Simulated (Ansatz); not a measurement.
**hcp against fcc along the 5d metals**

The calculation used DFT, RPBE, plane waves (420 eV) with PAW, scalar-relativistic in Ansatz. The PAW files were generated under PBE, with cores re-solved for the functional.

Each structure is relaxed within its symmetry, in the lowest magnetic state of the tried starts. Differences under about 8 meV lie within the error of the k-point mesh.

| element | E(hcp) − E(fcc) (meV/atom) | V(hcp) (Å³/atom) | V(fcc) (Å³/atom) | state of hcp | state of fcc |
| --- | --- | --- | --- | --- | --- |
| Lu | -46 | 30.55 | 30.60 | spin not included | spin not included |
| Hf | -71 | 23.17 | 23.25 | spin not included | spin not included |
| Ta | 48 | 19.07 | 19.16 | spin not included | spin not included |
| W | 17 | 16.74 | 16.67 | spin not included | spin not included |
| Re | -61 | 15.11 | 15.17 | spin not included | spin not included |
| Os | -137 | 14.43 | 14.50 | spin not included | spin not included |
| Ir | 77 | 14.76 | 14.68 | spin not included | non-magnetic |
| Pt | ? | ? | ? | ? | ? |
| Au | 5 | 18.52 | 18.49 | spin not included | spin not included |

Fill in the row of Pt.

E(hcp) − E(fcc) (meV/atom): 57; V(hcp) (Å³/atom): 16.05; V(fcc) (Å³/atom): 15.93; state of hcp: spin not included; state of fcc: spin not included.
